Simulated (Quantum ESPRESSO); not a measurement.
**Te under changes of volume**

One of the cells (33.925 Å³/atom); the others are scaled copies at fixed shape and fractional positions:

```xyz
3
Lattice="4.4540 0.0000 0.0000 -2.2270 3.8573 0.0000 0.0000 0.0000 5.9240" Properties=species:S:1:pos:R:3 pbc="T T T"
Te    1.6279    2.8197    0.0000
Te   -0.5991    1.0376    3.9493
Te    1.1981    0.0000    1.9747
```

```yaml
Program: Quantum ESPRESSO 7.5
Functional: r2SCAN
Potentials_or_basis: SG15 PBE 1.2
Cutoff: 952 eV
Density_cutoff: 3810 eV
k_mesh: 4 × 4 × 3
Occupations: fermi-dirac, width 0.05 eV
Spin: no spin polarisation
```

```tsv
volume (Å³/atom)	energy over the lowest point (meV/atom)	pressure (GPa)	gap on the mesh (eV)	largest force (eV/Å)
31.890	28.75	4.2	0.97	0.197
32.568	13.92	2.8	0.98	0.085
33.247	4.55	1.6	0.98	0.019
33.925	0.07	0.5	0.97	0.116
34.604	0.00	-0.5	0.97	0.206
35.282	3.88	-1.4	0.96	0.290
35.961	?	?	?	?
```

Problem. What does the run at 35.961 Å³/atom give?

Solution. Energy over the lowest point 11.30 meV/atom; pressure -2.2 GPa; gap on the mesh 0.95 eV; largest force 0.369 eV/Å.

Worked out: A Birch-Murnaghan fit of order 3 (a polynomial in V^(-2/3)) to the other rows has its minimum at 34.27 Å³/atom with B0 = V·E''(V) = 50 GPa and B' = 4.4 at fixed shape and positions, which overstates the stiffness. It gives 11.32 meV/atom at 35.961 Å³/atom, against the run's 11.30, and -dE/dV = -2.1 GPa, against -2.2. A parabola through the other rows of the gap, of slope -0.748 eV per unit of ln V there, extrapolates to 0.95 eV, against the run's 0.95.

Energies are extrapolated to zero smearing.

Caveats: the potentials were made for another functional, which shifts forces and pressure; spin-orbit coupling is left out, which moves the levels of the heavy elements; an odd mesh through Γ misses points on the zone boundary, where band edges often lie.
